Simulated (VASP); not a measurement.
# PtSe2 (P-3m1) in VASP: further runs

One crystal, PtSe2, is run at these levels: PBE+D3(BJ); tasks: relaxation of cell and atoms.

Everything below comes from runs of VASP 6.6.1. Logs are shortened: lines on timing, memory, paths and dates and some standing lists are left out, and cuts for length are marked.

## 1. The structure

The structure is trigonal, space group P-3m1 (No. 164). Conventional cell: a = 3.724 Å, b = 3.724 Å, c = 5.062 Å, α = 90.00°, β = 90.00°, γ = 120.00°. Around Pt (site symmetry -3m) lie 6 Se at 2.49 Å. Se (site symmetry 3m) has 3 Pt at 2.49 Å as nearest neighbours.

## 2. Relaxation of cell and atoms, PBE+D3(BJ)

The input, INCAR:

```
PREC     = Accurate       # precision mode
ENCUT    = 520            # plane-wave cutoff, eV
EDIFF    = 1E-7           # SCF threshold, eV
ISMEAR   = 0              # smearing method
SIGMA    = 0.02           # smearing width, eV
LREAL    = F              # projectors in reciprocal space
LASPH    = T              # aspherical terms in the spheres
NELM     = 60             # most SCF steps
ALGO     = Normal         # electronic algorithm
ISIF     = 3              # what is computed and relaxed
LWAVE    = F              # write WAVECAR
LCHARG   = F              # write CHGCAR
GGA      = PE             # functional
IVDW     = 12             # dispersion correction
IBRION   = 2              # ionic algorithm
NSW      = 80             # ionic steps
EDIFFG   = -0.002         # ionic threshold
KPAR     = 4
```

The input, KPOINTS:

```
Automatic mesh
0
Gamma
  9 9 6
```

The input, POSCAR:

```
PtSe2
1.0
    3.7240000000      0.0000000000      0.0000000000
   -1.8620000000      3.2250786000      0.0000000000
    0.0000000000      0.0000000000      5.0620000000
Pt Se
1 2
Direct
    0.0000000000      0.0000000000      0.0000000000
    0.3333333300      0.6666666700      0.2500000000
    0.6666666700      0.3333333300      0.7500000000
```

Potentials or basis: VASP PAW PBE potentials, release 64 (Pt, Se).

Command:

```bash
$ cat potpaw_PBE.64/Pt/POTCAR potpaw_PBE.64/Se/POTCAR > POTCAR
$ mpirun -np 4 vasp_std > vasp.out
```

OUTCAR:

```text
PREC = Accurate
   ENCUT = 520
   EDIFF = 1E-7
   ISMEAR = 0
   LREAL = F
   LASPH = T
   NELM = 60
   ISIF = 3
   GGA = PE
   IVDW = 12
   IBRION = 2
   NSW = 80
   EDIFFG = -0.002
 IVDW          = 12

 ion  position               nearest neighbor table
   1  0.000  0.000  0.000-   2 2.49   3 2.49   2 2.49   3 2.49   3 2.49   2 2.49
   2  0.333  0.667  0.250-   1 2.49   1 2.49   1 2.49
   3  0.667  0.333  0.750-   1 2.49   1 2.49   1 2.49

  LATTYP: Found a hexagonal cell.
 ALAT       =     3.7240000000
 C/A-ratio  =     1.3592910849

  Lattice vectors:

 A1 = (   3.7240000000,   0.0000000000,   0.0000000000)
 A2 = (  -1.8620000000,   3.2250786000,   0.0000000000)
 A3 = (   0.0000000000,   0.0000000000,   5.0620000000)

Analysis of symmetry for initial positions (statically):
=====================================================================
 Subroutine PRICEL returns:
 Original cell was already a primitive cell.

 Routine SETGRP: Setting up the symmetry group for a
 hexagonal supercell.

 Subroutine GETGRP returns: Found 12 space group operations
 (whereof 12 operations were pure point group operations)
 out of a pool of 24 trial point group operations.

The static configuration has the point symmetry D_3d.

Analysis of symmetry for dynamics (positions and initial velocities):
=====================================================================
 Subroutine PRICEL returns:
 Original cell was already a primitive cell.

 Routine SETGRP: Setting up the symmetry group for a
 hexagonal supercell.

 Subroutine GETGRP returns: Found 12 space group operations
 (whereof 12 operations were pure point group operations)
 out of a pool of 24 trial point group operations.

The dynamic configuration has the point symmetry D_3d.

 Subroutine INISYM returns: Found 12 space group operations
 (whereof 12 operations are pure point group operations),
 and found     1 'primitive' translations

----------------------------------------------------------------------------------------

                                     Primitive cell

  volume of cell :      60.7956

  direct lattice vectors                    reciprocal lattice vectors
     3.724000000  0.000000000  0.000000000     0.268528464  0.155034981  0.000000000
    -1.862000000  3.225078600  0.000000000     0.000000000  0.310069962  0.000000000
     0.000000000  0.000000000  5.062000000     0.000000000  0.000000000  0.197550375

  length of vectors
     3.724000000  3.723999997  5.062000000     0.310069962  0.310069962  0.197550375

  position of ions in fractional coordinates (direct lattice)
     0.000000000  0.000000000  0.000000000
     0.333333330  0.666666670  0.250000000
     0.666666670  0.333333330  0.750000000

  ion indices of the primitive-cell ions
   primitive index   ion index
[... 91 lines left out ...]
   EFERMI_NEDOS =   21; number of points for ismear=-14 and -15
   IALGO  =     38    algorithm
   IMIX   =      4    mixing-type and parameters
     AMIX     =   0.40;   BMIX     =  1.00
     AMIX_MAG =   1.60;   BMIX_MAG =  1.00
  volume/ion in A,a.u.               =      20.27       136.76
  Fermi-wavevector in a.u.,A,eV,Ry     =   1.166608  2.204570 18.517184  1.360975
  Thomas-Fermi vector in A             =   2.303119
   LORBIT       =      0    0 simple, 1 ext, 2 COOP (PROOUT), +10 PAW based schemes
   GGA     = PE    functional components
   LHFCALC =     F    Hartree Fock is set to
   AEXX    =    0.0000 exact exchange contribution
   IVDW    =    12    specifies the selected vdW correction
   LEPSILON=     F    determine dielectric tensor
   LRPA    =     F    only Hartree local field effects (RPA)
 conjugate gradient relaxation of ions
 non-spin polarized calculation
 Gauss-broadening in eV      SIGMA  =   0.02
  energy-cutoff  :      520.00
  volume of cell :       60.80
 maximum number of plane-waves:      1650
   NGX = 13   NGY = 13   NGZ = 19

--------------------------------------- Ionic step        1  -------------------------------------------

 number of electron      21.9999999 magnetization

 Free energy of the ion-electron system (eV)
  ---------------------------------------------------
  ext. energy  EPLUGINS =         0.00000000
  ---------------------------------------------------
  free energy    TOTEN  =       -14.18531625 eV

  energy without entropy =      -14.18515943  energy(sigma->0) =      -14.18523784

------------------------ aborting loop because EDIFF is reached ----------------------------------------

 Edisp (eV)   -1.43094

 E8    (eV) :    -0.6140
[... 108 lines left out ...]
  FREE ENERGIE OF THE ION-ELECTRON SYSTEM (eV)
  ---------------------------------------------------
  free  energy   TOTEN  =       -15.6400987926 eV

  energy  without entropy=      -15.6399592873  energy(sigma->0) =      -15.64002904

[... ionic steps 4 to 12 ...]

--------------------------------------- Ionic step       13  -------------------------------------------

 number of electron      21.9999997 magnetization

------------------------ aborting loop because EDIFF is reached ----------------------------------------
[... 77 lines left out ...]
--------------------------------------- Ionic step       15  -------------------------------------------

 number of electron      21.9999997 magnetization

 Free energy of the ion-electron system (eV)
  ---------------------------------------------------
  ext. energy  EPLUGINS =         0.00000000
  ---------------------------------------------------
  free energy    TOTEN  =       -14.19463248 eV

  energy without entropy =      -14.19432499  energy(sigma->0) =      -14.19447874

 E-fermi :   6.7396     XC(G=0): -10.8275

 val. band max:        6.6899219423   @ k =   0.3333   0.3333   0.0000
 cond. band min:       6.7439850794   @ k =  -0.1111   0.4444   0.1667
 fundamental gap:      0.0540631371
 Fermi energy:         6.7396276088

 k-point     1 :       0.0000    0.0000    0.0000
  band No.  band energies     occupation
      1      -8.9481      2.00000
      2      -5.8506      2.00000
      3      -0.4005      2.00000
      4       0.4970      2.00000
      5       0.4970      2.00000
      6       2.9294      2.00000
      7       2.9294      2.00000
      8       4.2429      2.00000
      9       5.7199      2.00000
     10       5.7199      2.00000
     11       7.5070      0.00000
     12       7.7877      0.00000
     13       7.7877      0.00000
     14      10.0854      0.00000
[... 401 lines left out ...]
      2      -6.3958      2.00000
      3       0.1343      2.00000
      4       0.8004      2.00000
      5       1.1129      2.00000
      6       1.7923      2.00000
      7       2.5294      2.00000
      8       3.3747      2.00000
      9       4.3834      2.00000
     10       4.7919      2.00000
     11       6.2614      2.00000
     12       7.0662      0.00000
     13       8.1119      0.00000
     14      11.3642      0.00000
     15      12.9355      0.00000

 [... further k-points ...]

------------------------ aborting loop because EDIFF is reached ----------------------------------------

 Edisp (eV)   -1.47126

 E8    (eV) :    -0.6321
[... 26 lines left out ...]
  FREE ENERGIE OF THE ION-ELECTRON SYSTEM (eV)
  ---------------------------------------------------
  free  energy   TOTEN  =       -15.6658946178 eV

  energy  without entropy=      -15.6655871261  energy(sigma->0) =      -15.66574087

 reached required accuracy - stopping structural energy minimisation
```

Wall time 97 s (4 MPI ranks of Intel Xeon Platinum 8488C (Sapphire Rapids), shared host); peak memory 0.23 GiB.

Results:

```yaml
Free_energy: -15.6659 eV
Relaxed_volume: 19.79 Å³/atom
Relaxed_cell: a = 3.769 Å, b = 3.769 Å, c = 4.824 Å, α = 90.00°, β = 90.00°, γ = 120.00°
Space_group_after_relaxing_to_0.05_Å: P-3m1 (No. 164)
Energy_gained_by_relaxing: 16.5 meV/atom
Ionic_steps: 15
Pressure_after_relaxing: 0.0 GPa
Band_gap_on_the_k_mesh: none (metal or under the smearing width)
Dispersion_energy_per_atom: -0.490 eV
```

The path:
```tsv
step	energy change (eV)	largest force (eV/Å)	pressure (GPa)	volume (Å³)
1	0.0000	0.6174	3.45	60.80
2	0.0309	0.3915	-5.82	64.72
3	-0.0238	0.1843	-0.60	62.30
4	-0.0238	0.1923	-0.52	62.27
5	-0.0292	0.1622	-0.44	61.89
6	-0.0412	0.0667	-0.11	60.74
7	-0.0415	0.1576	0.98	58.46
8	-0.0458	0.0164	0.35	59.69
9	-0.0468	0.1429	-1.29	59.93
10	-0.0480	0.0909	-0.60	59.83
11	-0.0496	0.0162	0.06	59.27
12	-0.0496	0.0019	-0.05	59.37
13	-0.0496	0.0036	-0.06	59.38
14	-0.0496	0.0042	0.07	59.34
15	-0.0496	0.0002	0.00	59.36
```

Final structure:
```
CELL_PARAMETERS angstrom
3.76935 0.00000 0.00000
-1.88468 3.26436 0.00000
0.00000 0.00000 4.82442
ATOMIC_POSITIONS crystal
Pt 0.00000 0.00000 0.00000
Se 0.33333 0.66667 0.26580
Se 0.66667 0.33333 0.73420
```

Levels at points of the mesh, in eV from the Fermi level:
```csv
k point,band 7,band 8,band 9,band 10,band 11,band 12,band 13,band 14,band 15
"(0.00, 0.00, 0.00)",-3.81,-2.50,-1.02,-1.02,0.77,1.05,1.05,3.35,4.09
"(0.00, 0.00, 0.50)",-3.86,-2.93,-1.73,-1.73,-1.72,2.31,2.31,4.98,6.51
```

Caveat: pairwise dispersion overbinds metals, which lowers pressure and volume.

## 3. Relaxation of cell and atoms, PBE+D3(BJ)

This run uses another cell than the first one, of 19.79 Å³/atom, 0.976 times its volume.

INCAR is that of step 2.

KPOINTS is that of step 2.

The input, POSCAR:

```
PtSe2                                   
1.0
    3.7693538626      0.0000000000      0.0000000000
   -1.8846769313      3.2643561970      0.0000000000
   -0.0000000000      0.0000000000      4.8244150310
  Pt              Se            
     1     2
Direct
     0.0000000000000000    0.0000000000000000    0.0000000000000000
     0.3333333300000021    0.6666666699999979    0.2657981520481860
     0.6666666699999979    0.3333333300000021    0.7342018479518141
```

Potentials or basis: VASP PAW PBE potentials, release 64 (Pt, Se).

Command:

```bash
$ cat potpaw_PBE.64/Pt/POTCAR potpaw_PBE.64/Se/POTCAR > POTCAR
$ mpirun -np 4 vasp_std > vasp.out
```

OUTCAR:

```text
PREC = Accurate
   ENCUT = 520
   EDIFF = 1E-7
   ISMEAR = 0
   LREAL = F
   LASPH = T
   NELM = 60
   ISIF = 3
   GGA = PE
   IVDW = 12
   IBRION = 2
   NSW = 80
   EDIFFG = -0.002
 IVDW          = 12

 ion  position               nearest neighbor table
   1  0.000  0.000  0.000-   2 2.53   3 2.53   2 2.53   3 2.53   3 2.53   2 2.53
   2  0.333  0.667  0.266-   1 2.53   1 2.53   1 2.53
   3  0.667  0.333  0.734-   1 2.53   1 2.53   1 2.53

  LATTYP: Found a hexagonal cell.
 ALAT       =     3.7693538626
 C/A-ratio  =     1.2799050466

  Lattice vectors:

 A1 = (   3.7693538626,   0.0000000000,   0.0000000000)
 A2 = (  -1.8846769313,   3.2643561970,   0.0000000000)
 A3 = (   0.0000000000,   0.0000000000,   4.8244150310)

Analysis of symmetry for initial positions (statically):
=====================================================================
 Subroutine PRICEL returns:
 Original cell was already a primitive cell.

 Routine SETGRP: Setting up the symmetry group for a
 hexagonal supercell.

 Subroutine GETGRP returns: Found 12 space group operations
[... 237 lines left out ...]
      8       4.2438      2.00000
      9       5.7202      2.00000
     10       5.7202      2.00000
     11       7.5078      0.00000
     12       7.7879      0.00000
     13       7.7879      0.00000
     14      10.0854      0.00000
[... 401 lines left out ...]
      2      -6.3952      2.00000
      3       0.1346      2.00000
      4       0.8008      2.00000
      5       1.1131      2.00000
      6       1.7930      2.00000
      7       2.5300      2.00000
      8       3.3753      2.00000
      9       4.3837      2.00000
     10       4.7926      2.00000
     11       6.2619      2.00000
     12       7.0669      0.00000
     13       8.1124      0.00000
     14      11.3647      0.00000
     15      12.9358      0.00000

 [... further k-points ...]

------------------------ aborting loop because EDIFF is reached ----------------------------------------

 Edisp (eV)   -1.47133

 E8    (eV) :    -0.6322

  FORCE on cell =-STRESS in cart. coord.  units (eV):
  Direction    XX          YY          ZZ          XY          YZ          ZX
  --------------------------------------------------------------------------------------
  -------------------------------------------------------------------------------------
  Total       0.00153     0.00153    -0.00358     0.00000     0.00000     0.00000
  in kB       0.04123     0.04123    -0.09654     0.00000     0.00000     0.00000
  external pressure =       -0.00 kB  Pullay stress =        0.00 kB

 VOLUME and BASIS-vectors are now :
 -----------------------------------------------------------------------------
  energy-cutoff  :      520.00
  volume of cell :       59.36
      direct lattice vectors                 reciprocal lattice vectors
     3.769449797  0.000000000  0.000000000     0.265290707  0.153165661 -0.000000000
    -1.884724899  3.264439279 -0.000000000    -0.000000000  0.306331322  0.000000000
     0.000000000  0.000000000  4.823944622    -0.000000000  0.000000000  0.207299229

 POSITION                                       TOTAL-FORCE (eV/Angst)
 -----------------------------------------------------------------------------------
      0.00000      0.00000      0.00000         0.000000      0.000000      0.000000
     -0.00000      2.17629      1.28221        -0.000000      0.000000      0.000736
      1.88472      1.08815      3.54173         0.000000     -0.000000     -0.000736
 -----------------------------------------------------------------------------------
    total drift:                               -0.000000     -0.000000      0.000000

  FREE ENERGIE OF THE ION-ELECTRON SYSTEM (eV)
  ---------------------------------------------------
  free  energy   TOTEN  =       -15.6655951847 eV

  energy  without entropy=      -15.6652879539  energy(sigma->0) =      -15.66544157

 reached required accuracy - stopping structural energy minimisation
```

Wall time 12 s (4 MPI ranks of Intel Xeon Platinum 8488C (Sapphire Rapids), shared host); peak memory 0.21 GiB.

What came out:

```
Free energy                : -15.6656 eV
Energy gained by relaxing  : 0.0 meV/atom
Ionic steps                : 2
Pressure after relaxing    : 0.0 GPa
Band gap on the k mesh     : none (metal or under the smearing width)
Dispersion energy per atom : -0.490 eV
```

Final structure:
```
Pt Se
1.0
     3.76945    0.00000    0.00000
    -1.88472    3.26444    0.00000
     0.00000    0.00000    4.82394
Pt Se
1 2
Direct
  0.00000 0.00000 0.00000
  0.33333 0.66667 0.26580
  0.66667 0.33333 0.73420
```

Levels at points of the mesh, in eV from the Fermi level:
```
           k point  band 8  band 9  band 10  band 11  band 12  band 13  band 14  band 15
(0.00, 0.00, 0.00)   -2.50   -1.02    -1.02     0.77     1.05     1.05     3.35     4.09
(0.00, 0.00, 0.50)   -2.93   -1.73    -1.73    -1.72     2.31     2.31     4.98     6.51
```

Caveat: pairwise dispersion overbinds metals, which lowers pressure and volume. Spin-orbit coupling is left out, which matters for the levels of Pt.
